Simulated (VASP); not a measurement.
# BN (P2_1/m) in VASP: single point with PBE

Aim: the single point of BN with PBE.

Program: VASP 6.6.1. These are calculated values, not measurements. Logs are shortened: lines on timing, memory, paths and dates and some standing lists are left out, and cuts for length are marked.

### 1 The cell of the first run

It takes space group P2_1/m (No. 11, monoclinic). Conventional cell: a = 2.446 Å, b = 4.001 Å, c = 2.492 Å, α = 90.00°, β = 118.19°, γ = 90.00°. B (site symmetry -1) has 6 N at 1.71 to 1.80 Å as nearest neighbours. Around N (site symmetry m) lie 6 B at 1.71 to 1.80 Å.

The cell was built by a generator and needn't be a form met in nature.

### 2 Single point, PBE (shear_xy strain -4.2%)

INCAR

```
PREC = Accurate
ENCUT = 520
EDIFF = 1E-6
ISMEAR = -1
SIGMA = 0.02
LREAL = False
LASPH = True
NELM = 100
ALGO = Normal
ISIF = 2
LWAVE = False
LCHARG = False
GGA = PE
NBANDS = 16
```

KPOINTS

```
regular mesh
0
Gamma
  12 12 6
```

POSCAR

```
BN
1.0
    2.4913353474     -0.0520689087      0.0000000000
   -1.2907606715      2.1835941546      0.0000000000
    0.0000000000      0.0000000000      4.0010591824
B N
2 2
Direct
    0.0000000000      0.0000000000      0.0000000000
    0.0000000000      0.0000000000      0.5000000000
    0.3458795905      0.6669733160      0.2500000000
    0.6541204095      0.3330266840      0.7500000000
```

Potentials or basis: VASP PAW PBE potentials, release 64 (B, N).

On the command line:

```console
> cat potpaw_PBE.64/B/POTCAR potpaw_PBE.64/N/POTCAR > POTCAR
> mpirun -np 1 vasp_std > vasp.out
```

OUTCAR:

```text
PREC = Accurate
   ENCUT = 520
   EDIFF = 1E-6
   ISMEAR = -1
   LREAL = False
   LASPH = True
   NELM = 100
   ISIF = 2
   GGA = PE

 ion  position               nearest neighbor table
   1  0.000  0.000  0.000-   4 1.71   3 1.71   4 1.75   3 1.75   3 1.80   4 1.80   2 2.00   2 2.00

   2  0.000  0.000  0.500-   4 1.71   3 1.71   4 1.75   3 1.75   3 1.80   4 1.80   1 2.00   1 2.00

   3  0.346  0.667  0.250-   1 1.71   2 1.71   1 1.75   2 1.75   1 1.80   2 1.80
   4  0.654  0.333  0.750-   1 1.71   2 1.71   1 1.75   2 1.75   1 1.80   2 1.80

  LATTYP: Found a simple monoclinic cell.
 ALAT       =     2.4463808833
 B/A-ratio  =     1.6355013276
 C/A-ratio  =     1.0185982997
 COS(beta)  =    -0.4724421316

  Lattice vectors:

 A1 = (   1.2005746759,   2.1315252459,   0.0000000000)
 A2 = (   0.0000000000,   0.0000000000,  -4.0010591824)
 A3 = (  -2.4913353474,   0.0520689087,   0.0000000000)

Analysis of symmetry for initial positions (statically):
=====================================================================
 Subroutine PRICEL returns:
 Original cell was already a primitive cell.

 Routine SETGRP: Setting up the symmetry group for a
 simple monoclinic supercell.

 Subroutine GETGRP returns: Found  4 space group operations
 (whereof  2 operations were pure point group operations)
 out of a pool of  4 trial point group operations.

The static configuration has the point symmetry S_2 .
 The point group associated with its full space group is C_2h.

Analysis of symmetry for dynamics (positions and initial velocities):
=====================================================================
 Subroutine PRICEL returns:
 Original cell was already a primitive cell.

 Routine SETGRP: Setting up the symmetry group for a
 simple monoclinic supercell.

 Subroutine GETGRP returns: Found  4 space group operations
 (whereof  2 operations were pure point group operations)
 out of a pool of  4 trial point group operations.

The dynamic configuration has the point symmetry S_2 .
 The point group associated with its full space group is C_2h.

 Subroutine INISYM returns: Found  4 space group operations
 (whereof  2 operations are pure point group operations),
 and found     1 'primitive' translations

----------------------------------------------------------------------------------------

                                     Primitive cell

  volume of cell :      21.4971

  direct lattice vectors                    reciprocal lattice vectors
     2.491335347 -0.052068909  0.000000000     0.406412126  0.240237311  0.000000000
    -1.290760671  2.183594155  0.000000000     0.009691103  0.463689140  0.000000000
     0.000000000  0.000000000  4.001059182     0.000000000  0.000000000  0.249933819

  length of vectors
     2.491879408  2.536561953  4.001059182     0.472106748  0.463790400  0.249933819

  position of ions in fractional coordinates (direct lattice)
     0.000000000  0.000000000  0.000000000
     0.000000000  0.000000000  0.500000000
     0.345879590  0.666973316  0.250000000
     0.654120410  0.333026684  0.750000000

  ion indices of the primitive-cell ions
   primitive index   ion index
                 1           1
                 2           2
                 3           3
                 4           4

----------------------------------------------------------------------------------------

 KPOINTS: regular mesh

Automatic generation of k-mesh.
 Grid dimensions read from file:
 generate k-points for:   12   12    6

 Generating k-lattice:

  Cartesian coordinates                     Fractional coordinates (reciprocal lattice)
     0.033867677  0.020019776  0.000000000     0.083333333  0.000000000  0.000000000
     0.000807592  0.038640762  0.000000000     0.000000000  0.083333333  0.000000000
     0.000000000  0.000000000  0.041655636     0.000000000  0.000000000  0.166666667

  Length of vectors
     0.039342229  0.038649200  0.041655636

  Shift w.r.t. Gamma in fractional coordinates (k-lattice)
     0.000000000  0.000000000  0.000000000

 Subroutine IBZKPT returns following result:
 ===========================================

 Found    296 irreducible k-points:

 Following reciprocal coordinates:
            Coordinates               Weight
  0.000000  0.000000  0.000000      1.000000
  0.083333  0.000000  0.000000      2.000000
  0.166667  0.000000  0.000000      2.000000
  0.250000  0.000000  0.000000      2.000000
  0.333333  0.000000  0.000000      2.000000
  0.416667  0.000000  0.000000      2.000000
[... 16 lines left out ...]
  0.250000  0.166667  0.000000      2.000000
  0.333333  0.166667  0.000000      2.000000
 [... further k-points ...]
   k-points           NKPTS =    296   k-points in BZ     NKDIM =    296   number of bands    NBANDS=     16
   number of dos      NEDOS =    301   number of ions     NIONS =      4
   total plane-waves  NPLWV =  12000
   dimension x,y,z NGX =    20 NGY =   20 NGZ =   30
   dimension x,y,z NGXF=    40 NGYF=   40 NGZF=   60
   ions per type =               2   2
   NGX,Y,Z   is equivalent  to a cutoff of  13.34, 13.11, 12.47 a.u.
   NGXF,Y,Z  is equivalent  to a cutoff of  26.69, 26.22, 24.93 a.u.
 SYSTEM =  unknown system
   PREC   = accura    normal or accurate (medium, high low for compatibility)
   ISTART =      0    job   : 0-new  1-cont  2-samecut
   ICHARG =      2    charge: 1-file 2-atom 10-const
   ISPIN  =      1    spin polarized calculation?
   LNONCOLLINEAR =      F non collinear calculations
   LSORBIT =      F    spin-orbit coupling
   LASPH  =      T    aspherical Exc in radial PAW
   ENCUT  =  520.0 eV  38.22 Ry    6.18 a.u.   4.63  4.72  7.44*2*pi/ulx,y,z
   NELM   =    100;   NELMIN=  2; NELMDL= -5     # of ELM steps
   EDIFF  = 0.1E-05   stopping-criterion for ELM
   LREAL  =      F    real-space projection
   EDIFFG = 0.1E-04   stopping-criterion for IOM
   NSW    =      0    number of steps for IOM
   IBRION =     -1    ionic relax: 0-MD 1-quasi-New 2-CG
   NFREE  =      0    steps in history (QN), initial steepest desc. (CG)
   ISIF   =      2    stress and relaxation
   ISYM   =      2    0-nonsym 1-usesym 2-fastsym
   POTIM  = 0.5000    time-step for ionic-motion
   TEBEG  =    0.0;   TEEND  =   0.0 temperature during run
   PSTRESS=    0.0 pullay stress
   NELECT =      16.0000    total number of electrons
   NUPDOWN=      -1.0000    fix difference up-down
   EMIN   =  10.00;   EMAX   =-10.00  energy-range for DOS
   EFERMI =   0.00;   METHOD = LEGACY
   ISMEAR =    -1;   SIGMA  =   0.02  broadening in eV -4-tet -1-fermi 0-gaus
   EFERMI_NEDOS =   21; number of points for ismear=-14 and -15
   IALGO  =     38    algorithm
   IMIX   =      4    mixing-type and parameters
     AMIX     =   0.40;   BMIX     =  1.00
     AMIX_MAG =   1.60;   BMIX_MAG =  1.00
  volume/ion in A,a.u.               =       5.37        36.27
  Fermi-wavevector in a.u.,A,eV,Ry     =   1.483616  2.803627 29.947994  2.201115
  Thomas-Fermi vector in A             =   2.597255
   LORBIT       =      0    0 simple, 1 ext, 2 COOP (PROOUT), +10 PAW based schemes
   GGA     = PE    functional components
   LHFCALC =     F    Hartree Fock is set to
   AEXX    =    0.0000 exact exchange contribution
   IVDW    =     0    specifies the selected vdW correction
   LEPSILON=     F    determine dielectric tensor
   LRPA    =     F    only Hartree local field effects (RPA)
 non-spin polarized calculation
  energy-cutoff  :      520.00
  volume of cell :       21.50
 maximum number of plane-waves:       596
   NGX =  9   NGY =  9   NGZ = 15

 number of electron      15.9999998 magnetization

 Free energy of the ion-electron system (eV)
  ---------------------------------------------------
  ext. energy  EPLUGINS =         0.00000000
  ---------------------------------------------------
  free energy    TOTEN  =       -27.82512099 eV

  energy without entropy =      -27.82512099  energy(sigma->0) =      -27.82512099

 E-fermi :  10.6959     XC(G=0): -13.6611

 val. band max:       10.2157753981   @ k =  -0.1667   0.1667   0.0000
 cond. band min:      11.7737040219   @ k =   0.3333   0.3333   0.0000
 fundamental gap:      1.5579286238
 Fermi energy:        10.6959183679

 k-point     1 :       0.0000    0.0000    0.0000
  band No.  band energies     occupation
      1     -12.1811      2.00000
      2      -7.0681      2.00000
      3      -2.0727      2.00000
      4       8.5430      2.00000
      5       8.8738      2.00000
      6       9.2240      2.00000
[... 8 lines left out ...]
     15      24.9628      0.00000
     16      25.2991      0.00000

 k-point     2 :       0.0833    0.0000    0.0000
  band No.  band energies     occupation
      1     -12.0042      2.00000
      2      -6.8990      2.00000
      3      -1.9194      2.00000
      4       7.4412      2.00000
      5       7.9066      2.00000
      6       9.1271      2.00000
[... 8 lines left out ...]
     15      24.4239      0.00000
     16      25.3472      0.00000

 k-point     3 :       0.1667    0.0000    0.0000
  band No.  band energies     occupation
      1     -11.4769      2.00000
      2      -6.4015      2.00000
      3      -1.4648      2.00000
      4       5.1466      2.00000
      5       6.6767      2.00000
      6       7.7490      2.00000
[... 8 lines left out ...]
     15      23.5631      0.00000
     16      24.9798      0.00000

 k-point     4 :       0.2500    0.0000    0.0000
  band No.  band energies     occupation
      1     -10.6108      2.00000
      2      -5.6164      2.00000
      3      -0.7289      2.00000
      4       2.5792      2.00000
      5       5.5744      2.00000
      6       5.8886      2.00000
[... 8 lines left out ...]
     15      22.7720      0.00000
     16      25.1358      0.00000

 k-point     5 :       0.3333    0.0000    0.0000
  band No.  band energies     occupation
      1      -9.4373      2.00000
      2      -4.6971      2.00000
      3       0.2315      2.00000
      4       0.2552      2.00000
      5       3.8012      2.00000
      6       4.7674      2.00000
[... 8 lines left out ...]
     15      23.0523      0.00000
     16      25.4865      0.00000

 k-point     6 :       0.4167    0.0000    0.0000
  band No.  band energies     occupation
      1      -8.0620      2.00000
      2      -4.3539      2.00000
      3      -0.9152      2.00000
      4       1.2407      2.00000
      5       1.7745      2.00000
      6       4.2457      2.00000
[... 8 lines left out ...]
     15      24.1101      0.00000
     16      25.5954      0.00000
[... 267 lines left out ...]
 k-point    21 :       0.0833    0.1667    0.0000
  band No.  band energies     occupation
      1     -10.9655      2.00000
      2      -5.9484      2.00000
      3      -1.0220      2.00000
      4       3.6037      2.00000
      5       4.9961      2.00000
      6       7.9121      2.00000
[... 8 lines left out ...]
     15      23.2407      0.00000
     16      24.8106      0.00000

 k-point    22 :       0.1667    0.1667    0.0000
  band No.  band energies     occupation
      1     -10.0981      2.00000
      2      -5.1916      2.00000
      3      -0.2914      2.00000
      4       2.4035      2.00000
      5       2.6124      2.00000
      6       7.5482      2.00000
[... 8 lines left out ...]
     15      23.2846      0.00000
     16      24.5903      0.00000

 k-point    23 :       0.2500    0.1667    0.0000
  band No.  band energies     occupation
      1      -8.9312      2.00000
      2      -4.3563      2.00000
      3       0.4291      2.00000
      4       0.6696      2.00000
      5       1.4460      2.00000
      6       5.8057      2.00000
[... 8 lines left out ...]
     15      22.8843      0.00000
     16      24.2381      0.00000

 k-point    24 :       0.3333    0.1667    0.0000
  band No.  band energies     occupation
      1      -7.5754      2.00000
      2      -4.1375      2.00000
      3      -0.7889      2.00000
      4       0.7693      2.00000
      5       1.7087      2.00000
      6       4.1361      2.00000
[... 8 lines left out ...]
     15      23.9889      0.00000
     16      24.2789      0.00000

 [... further k-points ...]

------------------------ aborting loop because EDIFF is reached ----------------------------------------

  FORCE on cell =-STRESS in cart. coord.  units (eV):
  Direction    XX          YY          ZZ          XY          YZ          ZX
  --------------------------------------------------------------------------------------
  -------------------------------------------------------------------------------------
  Total        0.6583038      0.8458554      0.8597669      0.7716265      0.0000000      0.0000000
  in kB       49.0632976     63.0414911     64.0783129     57.5092219      0.0000000      0.0000000
  external PRESSURE =      58.7277005 kB  Pullay stress =       0.0000000 kB

 VOLUME and BASIS-vectors are now :
 -----------------------------------------------------------------------------
  energy-cutoff  :      520.00
  volume of cell :       21.50
      direct lattice vectors                 reciprocal lattice vectors
     2.491335347 -0.052068909  0.000000000     0.406412126  0.240237311  0.000000000
    -1.290760671  2.183594155  0.000000000     0.009691103  0.463689140  0.000000000
     0.000000000  0.000000000  4.001059182     0.000000000  0.000000000  0.249933819

 POSITION                                       TOTAL-FORCE (eV/Angst)
 -----------------------------------------------------------------------------------
      0.00000      0.00000      0.00000        -0.000000      0.000000      0.000000
      0.00000      0.00000      2.00053         0.000000      0.000000      0.000000
      0.00080      1.43839      1.00026        -0.043693     -0.001497      0.000000
      1.19978      0.69314      3.00079         0.043693      0.001497      0.000000
 -----------------------------------------------------------------------------------
    total drift:                               -0.000000      0.000000     -0.000000

  FREE ENERGIE OF THE ION-ELECTRON SYSTEM (eV)
  ---------------------------------------------------
  free  energy   TOTEN  =       -27.8251209853 eV

  energy  without entropy=      -27.8251209853  energy(sigma->0) =      -27.82512099
```

It took 43 s on 1 thread of AMD EPYC 9R45 (Zen 5), shared host; peak memory 0.16 GiB.

What came out:

```
Free energy            : -27.8251 eV
Pressure               : 5.9 GPa
Largest force          : 0.044 eV/Å
Band gap on the k mesh : 1.56 eV, indirect (least direct gap 4.92 eV)
```

Forces on the atoms (eV/Å):
```
B    0.000  0.000  0.000
B    0.000  0.000  0.000
N   -0.044 -0.001  0.000
N    0.044  0.001  0.000
```
